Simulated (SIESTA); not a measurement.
## PtSe2 (Sudovikovite) in SIESTA: convergence with EnergyShift

PtSe2 (Sudovikovite):

```xyz
3
Lattice="3.7240 0.0000 0.0000 -1.8620 3.2251 0.0000 0.0000 0.0000 5.0620" Properties=species:S:1:pos:R:3 pbc="T T T"
Pt    0.0001    0.0730    0.0334
Se    1.8049    1.0686    3.7459
Se    0.0179    2.1128    1.2468
```

The cell isn't the ideal one: atoms moved at random, drawn with an rms of 0.05 Å.

- Program: SIESTA 5.4.2
- Task: single point
- Functional: PBE
- Potentials or basis: PseudoDojo 0.4 standard (PBE files)
- Basis: DZP (energy shift 0.05 Ry)
- Grid cutoff: 800 Ry
- Energy shift: 0.05 Ry
- k mesh: 6 × 6 × 4
- Occupations: fermi-dirac, width 0.05 eV
- Spin: no spin polarisation

These are the settings of the first run; the series varies EnergyShift, with any setting tied to it.

Hardware: 1 thread of Arm Neoverse V1, on a shared host.

```tsv
EnergyShift	energy less the tightest run, at zero smearing (meV/atom)	pressure (GPa)	largest force (eV/Å)	SCF cycles	CPU time (s)	peak memory (GiB)
0.05	5977.86	-10.10	2.190	11	18	0.22
0.03	3271.91	3.06	2.397	10	20	0.23
0.02	2050.96	7.69	2.438	11	24	0.24
0.01	916.93	12.03	2.504	11	31	0.27
0.005	382.05	13.22	2.562	10	38	0.3
0.003	182.29	14.11	2.574	10	47	0.33
0.002	89.61	14.61	2.596	11	58	0.35
0.001	0.00	14.93	2.634	10	74	0.4
```

Not settled before the last step: the energy (to 1 meV/atom), the pressure (to 0.1 GPa), the largest force (to 0.005 eV/Å). The tightest run that finished is the yardstick and may itself not be fully converged.

Caveat, for the tightest run too: semicore shells carry a single zeta, which can move pressures by several GPa and volumes by a few percent; the basis of atomic orbitals isn't converged, which shifts pressures, moduli and gaps. Spin-orbit coupling is left out, which matters for the levels of Pt.
